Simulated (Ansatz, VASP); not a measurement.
# Al2O3 (Corundum): VASP beside Ansatz

Aim: how closely do two programs agree when they are given the same cell, functional and k mesh? The cell is taken from a series of runs on this material, whose earlier steps may have relaxed, scaled, displaced or heated it; both programs get it as it stands.

Method: plane waves, with VASP 6.6.1 beside it; dielectric response at PBE, in Ansatz 0.2.0.

## (1) Set-up

It takes space group R-3c (No. 167, trigonal). Conventional cell: a = 4.809 Å, b = 4.809 Å, c = 13.123 Å, α = 90.00°, β = 90.00°, γ = 120.00°. Nearest to Al lie 6 O at 1.87 to 1.99 Å. O has 4 Al at 1.87 to 1.99 Å nearest. Farther neighbours and most contacts between anions are not listed.

As a file:

```cif
data_structure
_symmetry_space_group_name_H-M 'P 1'
_symmetry_Int_Tables_number 1
_cell_length_a 5.1811
_cell_length_b 5.1811
_cell_length_c 5.1811
_cell_angle_alpha 55.299
_cell_angle_beta 55.299
_cell_angle_gamma 55.299
_cell_volume 87.60
loop_
_atom_site_label
_atom_site_type_symbol
_atom_site_fract_x
_atom_site_fract_y
_atom_site_fract_z
_atom_site_occupancy
Al1 Al 0.35215 0.35215 0.35215 1
Al2 Al 0.14785 0.14785 0.14785 1
Al3 Al 0.64785 0.64785 0.64785 1
Al4 Al 0.85215 0.85215 0.85215 1
O5 O 0.55617 0.94383 0.25000 1
O6 O 0.25000 0.55617 0.94383 1
O7 O 0.94383 0.25000 0.55617 1
O8 O 0.44383 0.05617 0.75000 1
O9 O 0.75000 0.44383 0.05617 1
O10 O 0.05617 0.75000 0.44383 1
```

## (2) Ansatz: dielectric response, PBE

Ansatz runs on its default PAW (the set named soft_2) files.

The response to a field tests empty states and converges slowly with the mesh.

input.yaml

```yaml
crystal:
  lattice:
    - [2.404354765, 1.3881548708, 4.3744982336]
    - [-2.404354765, 1.3881548708, 4.3744982336]
    - [0.0, -2.7763097416, 4.3744982335]
  atoms:
    - { symbol: Al, position: [0.3521453627, 0.3521453627, 0.3521453627] }
    - { symbol: Al, position: [0.1478546373, 0.1478546373, 0.1478546373] }
    - { symbol: Al, position: [0.6478546373, 0.6478546373, 0.6478546373] }
    - { symbol: Al, position: [0.8521453627, 0.8521453627, 0.8521453627] }
    - { symbol: O, position: [0.5561715094, 0.9438284906, 0.25] }
    - { symbol: O, position: [0.25, 0.5561715094, 0.9438284906] }
    - { symbol: O, position: [0.9438284906, 0.25, 0.5561715094] }
    - { symbol: O, position: [0.4438284906, 0.0561715094, 0.75] }
    - { symbol: O, position: [0.75, 0.4438284906, 0.0561715094] }
    - { symbol: O, position: [0.0561715094, 0.75, 0.4438284906] }
kpoints:
  mp_grid: { grid: [6, 6, 6] }
hamiltonian:
  xc: pbe
scf:
  occupations: { method: fixed }
output:
  eigenvalues: true
dielectric: {}
```

The run is started by

```console
> ansatz run input.yaml --threads 8 --pin off --max-ram 16384MiB --backend cpu --events-out ev --progress --plain --runs-dir out
```

Numbers of over 12 decimals in the logs are rounded to 6 here.

Log:

```text
Engine: ansatz 0.2.0, aarch64-unknown-linux-gnu
Pseudopotentials: kind: paw
Pseudopotential: Al, paw, valence charge 3, recommended cutoff 420 eV (normal), Al.paw.azcp
Pseudopotential: O, paw, valence charge 6, recommended cutoff 420 eV (normal), O.paw.azcp
Functional definition: PBE
  parameter kappa = 0.804
  parameter beta = 0.066725
  exchange = pbe_x(kappa = kappa, mu = beta*pi^2/3)
  correlation = pbe_c(beta = beta)
Crystal: 10 atoms, lattice volume = 87.602 Å³
Basis set: ecut = 420 eV, 1707 PW (Γ), exchange–correlation on 72×72×72 points (8 copies of the dense FFT grid, shifted against one another)
Bands: 34, of which v1, the nominal top of the filled ones, is band 24 counted from 1 (23 counted from 0)
Symmetry: 12 space group operations
k-points: 68 of 216 (irreducible under 2 space group operations, time reversal used)
Non-local potential: Al, projectors of the file, l = 0: 2, l = 1: 2, l = 2: 1
Non-local potential: O, projectors of the file, l = 0: 2, l = 1: 2, l = 2: 1
PAW form: soft (Blöchl's): semilocal exchange-correlation on the pseudo side does not see the compensation charge
PAW one-centre angular grid: Al, 110 points (default); XC on 64 Gauss nodes
PAW one-centre angular grid: O, 110 points (default); XC on 64 Gauss nodes
Initial density: superposition of atomic densities (neutral atoms: chi_scale 0, normalization atom), corrected by the library's trained network
Initial wavefunctions: pseudopotential atomic-orbital guess
Functional: x = pbe(κ = 0.804, μ = 0.219515), c = pbe(β = 0.066725)
SCF iter   1: F=—  HF=-5569.606544 eV  |F-HF|=—  |Δ(HF+E_count)|=         —  Δρ=1.67e-3  dr2=1.27e-3  ethr=1.77e-3  ⟨swp⟩=5.1  Hψ=9200  notcnv=0  defer=486
preconditioner: auto → Resta (q_TF=auto, 2.468 Å⁻¹)  ε∞=3.5  [insulator: Δε(μ)=5.842 eV  Ē_g=17.256 eV  n_scr=20 (ndim 8)  ℏωp=27.5 eV  f_vac=0.000  ε∞_Penn≈3.5]
SCF iter   2: F=—  HF=-5569.608231 eV  |F-HF|=—  |Δ(HF+E_count)|=   1.69e-3  Δρ=8.65e-4  dr2=2.93e-4  ethr=2.66e-6  ⟨swp⟩=2.3  Hψ=4640  notcnv=0  defer=544
SCF iter   3: F=—  HF=-5569.608837 eV  |F-HF|=—  |Δ(HF+E_count)|=   6.05e-4  Δρ=2.18e-4  dr2=2.55e-5  ethr=6.10e-7  ⟨swp⟩=2.0  Hψ=3396  notcnv=0  defer=544
SCF iter   4: F=—  HF=-5569.608867 eV  |F-HF|=—  |Δ(HF+E_count)|=   3.05e-5  Δρ=4.98e-5  dr2=1.19e-6  ethr=5.30e-8  ⟨swp⟩=2.0  Hψ=3255  notcnv=0  defer=477
SCF iter   5: F=—  HF=-5569.608868 eV  |F-HF|=—  |Δ(HF+E_count)|=   4.15e-7  Δρ=1.28e-5  dr2=7.37e-8  ethr=2.48e-9  ⟨swp⟩=2.0  Hψ=3649  notcnv=0  defer=379
SCF iter   6: F=—  HF=-5569.608867 eV  |F-HF|=—  |Δ(HF+E_count)|=   1.34e-8  Δρ=2.31e-6  dr2=2.73e-9  ethr=1.53e-10  ⟨swp⟩=2.0  Hψ=3260  notcnv=0  defer=379
SCF iter   7: F=-5569.608867 eV  HF=-5569.608867 eV  |F-HF|=5.46e-12  |Δ(HF+E_count)|=   1.69e-9  Δρ=3.43e-7  dr2=7.07e-11  ethr=1.00e-12  ⟨swp⟩=11.1  Hψ=13773  notcnv=0
SCF 1 converged in 7 iterations: F = -5569.608867 eV  dr2 = 7.07e-11
  greatest PAW one-centre occupation: 0.858 electrons in one spin orbital (limit 2), on the O atom at site 9 (counted from 0), in its partial waves of l = 0
NSCF: frozen V_eff on 5 k-points
DFPT response loops at Γ: preconditioner auto → none (the input reference at scf.mixing.eps_inf says where Resta's filter doesn't serve); β = 0.50; Broyden in place of MSR1
SCF converged after 7 iterations
Free energy (F): -5569.608867 eV
Harris-Foulkes:  -5569.608867 eV  (|F-HF|=5.46e-12)
Internal energy: -5569.608867 eV  (E = F + TS)
E sigma→0 (E₀):  -5569.608867 eV
Fermi energy:    7.360012 eV
--- Per-component energies (eV) ---
  E_band       = 52.959488
  E_kinetic    = 1178.344473
  E_local      = -2008.438158  (includes V_loc(G=0)·N_el)
  E_nonlocal   = 323.392085
  E_hartree    = 743.806085
  E_xc         = -612.294257
  E_vxc        = -695.392640  (∫ρ·V_xc dr)
  E_paw        = -2820.981448  (= ΣΔE_a)
  E_vpaw       = -232.573611  (= ΣTr[D̂ρ^β])
  E_aug_tail   = 0.015143  (compensation charges beyond the density's cutoff)
  E_ewald      = -2373.452790
  E_smearing   = -0.000000  (= −TS)
  E_closure    = 0.000000  (closes the sum)
  Σ components = -5569.608867   (vs F -5569.608867, Δ=0.00e0)
--- Band table (eV; the first three rows and the last of 68) ---
  k-point 0: bands = [... 20 lower, 6.8998, 7.3290, 7.3290, 7.3600, 13.2107, 16.2833, 17.7515, 18.6462, ... 6 higher]
  k-point 1: bands = [... 20 lower, 6.7163, 7.0342, 7.2927, 7.3173, 13.8463, 16.7770, 17.3556, 18.3198, ... 6 higher]
  k-point 2: bands = [... 20 lower, 6.5584, 6.8440, 7.1540, 7.1922, 15.1631, 16.8831, 17.2582, 17.5586, ... 6 higher]
  k-point 67: bands = [... 20 lower, 7.0080, 7.0080, 7.0080, 7.0080, 15.7171, 15.7171, 18.2303, 18.2303, ... 6 higher]
--- Dielectric response (ions clamped): 2 representative field directions + reference, on 68 of 216 k-points (Σ response iterations 15) ---
  k mesh reduced under 2 symmetry operations, with k and −k counted as one. Each operation leaves every solved perturbation unchanged. A smaller set is not considered because the run solves the response to a homogeneous field
  ε∞ (high-frequency dielectric tensor):
        3.285513     0.000000     0.000000
        0.000000     3.285513     0.000000
       -0.000000     0.000000     3.251614
  Born effective charges Z* (e; rows j = field, columns β = displacement):
    site 0:
         2.99744   -0.03520   -0.00000
         0.03520    2.99744    0.00000
         0.00000    0.00000    2.96548
    site 1:
         2.99744    0.03520    0.00000
        -0.03520    2.99744    0.00000
        -0.00000    0.00000    2.96548
    site 2:
         2.99744   -0.03520   -0.00000
         0.03520    2.99744    0.00000
         0.00000    0.00000    2.96548
    site 3:
         2.99744    0.03520    0.00000
        -0.03520    2.99744    0.00000
        -0.00000    0.00000    2.96548
    site 4:
        -2.09913    0.00000   -0.00000
         0.00000   -1.89746    0.27820
        -0.00000    0.37490   -1.97699
    site 5:
        -1.94787    0.08733   -0.24093
         0.08733   -2.04871   -0.13910
        -0.32468   -0.18745   -1.97699
    site 6:
        -1.94787   -0.08733    0.24093
        -0.08733   -2.04871   -0.13910
         0.32468   -0.18745   -1.97699
    site 7:
        -2.09913    0.00000    0.00000
        -0.00000   -1.89746    0.27820
        -0.00000    0.37490   -1.97699
    site 8:
        -1.94787    0.08733   -0.24093
         0.08733   -2.04871   -0.13910
        -0.32468   -0.18745   -1.97699
    site 9:
        -1.94787   -0.08733    0.24093
        -0.08733   -2.04871   -0.13910
         0.32468   -0.18745   -1.97699
  Z* charge neutrality: 8.563e-5 e pre-enforcement
  k-mesh period / interband length: 28.9 Å / 1.29 Å = 22.36 at k = (0.0000, 0.0000, 0.0000), direct gap 5.851 eV — 14 or more, which is no proof of convergence
```

(Part 1 of 2 ends here.)

[Lines on the potential files, build, host, timing and source positions are cut from VASP's logs without a mark.]

[Logs are printed without paths, hosts, clocks, repeated set-up lines and the standing remarks that a program may print on its own settings, such as how far it seeks lower states.]

[Hosts, paths, dates, database ids (printed as entryN), source tags and the programs' standing remarks are cut or masked in the printed files.]
